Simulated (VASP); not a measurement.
Set up this calculation in VASP 6.6.1, as the native input.

```yaml
Task: band structure
Functional: PBE
Dispersion: D3(BJ)
Potentials_or_basis: VASP PAW PBE potentials, release 64 (Te, Pt)
Cutoff: 520 eV
k_mesh: 9 × 9 × 1
Occupations: gaussian, width 0.03 eV
Spin: no spin polarisation
Dipole_correction: yes
Further_INCAR_settings: ALGO = Normal; EDIFF = 1e-06; NBANDS = 18
```

The structure of Te2Pt lies in POSCAR:

```
Te2Pt                                   
1.0
    3.9709726310      0.0000000000      0.0000000000
   -1.9854863155      3.4389631770      0.0000000000
    0.0000000000      0.0000000000     20.6005000000
  Te              Pt            
     2     1
Direct
     0.6666666699999979    0.3333333300000021    0.4316785320576599
     0.3333333300000021    0.6666666699999979    0.5683214679423401
     0.0000000000000000    0.0000000000000000    0.5000000000000000
```

One way to write it, as run:

INCAR

```
PREC     = Accurate       # precision mode
ENCUT    = 520            # plane-wave cutoff, eV
EDIFF    = 1E-6           # SCF threshold, eV
ISMEAR   = 0              # smearing method
SIGMA    = 0.03           # smearing width, eV
LREAL    = False          # projectors in reciprocal space
LASPH    = True           # aspherical terms in the spheres
NELM     = 80             # most SCF steps
ALGO     = Normal         # electronic algorithm
ISIF     = 2              # what is computed and relaxed
LWAVE    = False          # write WAVECAR
LCHARG   = False          # write CHGCAR
LMAXMIX  = 4              # l up to which the mixer works
LDIPOL   = True         
IDIPOL   = 3            
DIPOL    = 0.5 0.5 0.500
GGA      = PE             # functional
IVDW     = 12             # dispersion correction
NBANDS   = 18             # bands
LVHAR    = True         
LVACPOTAV= True
```

KPOINTS

```
regular mesh
0
Gamma
  9 9 1
```

KPOINTS_OPT

```
explicit points
67
Reciprocal
 0.0000000000  0.0000000000  0.0000000000 1
 0.0357142900  0.0000000000  0.0000000000 1
 0.0714285700  0.0000000000  0.0000000000 1
 0.1071428600  0.0000000000  0.0000000000 1
 0.1428571400  0.0000000000  0.0000000000 1
 0.1785714300  0.0000000000  0.0000000000 1
 0.2142857100  0.0000000000  0.0000000000 1
 0.2500000000  0.0000000000  0.0000000000 1
 0.2857142900  0.0000000000  0.0000000000 1
 0.3214285700  0.0000000000  0.0000000000 1
 0.3571428600  0.0000000000  0.0000000000 1
 0.3928571400  0.0000000000  0.0000000000 1
 0.4285714300  0.0000000000  0.0000000000 1
 0.4642857100  0.0000000000  0.0000000000 1
 0.5000000000  0.0000000000  0.0000000000 1
 0.4791666700  0.0416666700  0.0000000000 1
 0.4583333300  0.0833333300  0.0000000000 1
 0.4375000000  0.1250000000  0.0000000000 1
 0.4166666700  0.1666666700  0.0000000000 1
 0.3958333300  0.2083333300  0.0000000000 1
 0.3750000000  0.2500000000  0.0000000000 1
 0.3541666700  0.2916666700  0.0000000000 1
 0.3333333300  0.3333333300  0.0000000000 1
 0.3137254900  0.3137254900  0.0000000000 1
 0.2941176500  0.2941176500  0.0000000000 1
 0.2745098000  0.2745098000  0.0000000000 1
 0.2549019600  0.2549019600  0.0000000000 1
 0.2352941200  0.2352941200  0.0000000000 1
 0.2156862700  0.2156862700  0.0000000000 1
 0.1960784300  0.1960784300  0.0000000000 1
 0.1764705900  0.1764705900  0.0000000000 1
 0.1568627500  0.1568627500  0.0000000000 1
 0.1372549000  0.1372549000  0.0000000000 1
 0.1176470600  0.1176470600  0.0000000000 1
 0.0980392200  0.0980392200  0.0000000000 1
 0.0784313700  0.0784313700  0.0000000000 1
 0.0588235300  0.0588235300  0.0000000000 1
 0.0392156900  0.0392156900  0.0000000000 1
 0.0196078400  0.0196078400  0.0000000000 1
 0.0000000000  0.0000000000  0.0000000000 1
 0.0000000000  0.0000000000  0.0000000000 1
 0.0076585400 -0.0038292700  0.0000000000 1
-0.0076585400  0.0038292700  0.0000000000 1
 0.0223374000 -0.0111687000  0.0000000000 1
-0.0223374000  0.0111687000  0.0000000000 1
-0.0000000000  0.0066324900  0.0000000000 1
 0.0000000000 -0.0066324900  0.0000000000 1
-0.0000000000  0.0193447500  0.0000000000 1
 0.0000000000 -0.0193447500  0.0000000000 1
 0.5000000000  0.0000000000  0.0000000000 1
 0.5076585400 -0.0038292700  0.0000000000 1
 0.4923414600  0.0038292700  0.0000000000 1
 0.5223374000 -0.0111687000  0.0000000000 1
 0.4776626000  0.0111687000  0.0000000000 1
 0.5000000000  0.0066324900  0.0000000000 1
 0.5000000000 -0.0066324900  0.0000000000 1
 0.5000000000  0.0193447500  0.0000000000 1
 0.5000000000 -0.0193447500  0.0000000000 1
 0.3333333300  0.3333333300  0.0000000000 1
 0.3409918700  0.3295040600  0.0000000000 1
 0.3256747900  0.3371626000  0.0000000000 1
 0.3556707300  0.3221646300  0.0000000000 1
 0.3109959300  0.3445020300  0.0000000000 1
 0.3333333300  0.3399658200  0.0000000000 1
 0.3333333300  0.3267008400  0.0000000000 1
 0.3333333300  0.3526780800  0.0000000000 1
 0.3333333300  0.3139885800  0.0000000000 1
```

Potentials or basis: VASP PAW PBE potentials, release 64 (Te, Pt).

Launch:

```bash
$ cat potpaw_PBE.64/Te/POTCAR potpaw_PBE.64/Pt/POTCAR > POTCAR
$ mpirun -np 1 vasp_std > vasp.out
```

It gave:

```
Band gap on the k mesh                 : 0.67 eV, indirect (least direct gap 1.16 eV)
Band gap along the path                : 0.65 eV, indirect (least direct gap 1.14 eV)
Dispersion energy per atom             : -0.346 eV
Ionisation potential of the upper face : 4.67 eV
```

Caveat: spin-orbit coupling is left out, which moves the levels of the heavy elements.

It took 3.1 min on 1 thread of Intel(R) Xeon(R) 6975P-C (Granite Rapids) (shared host), peak memory 0.42 GiB.
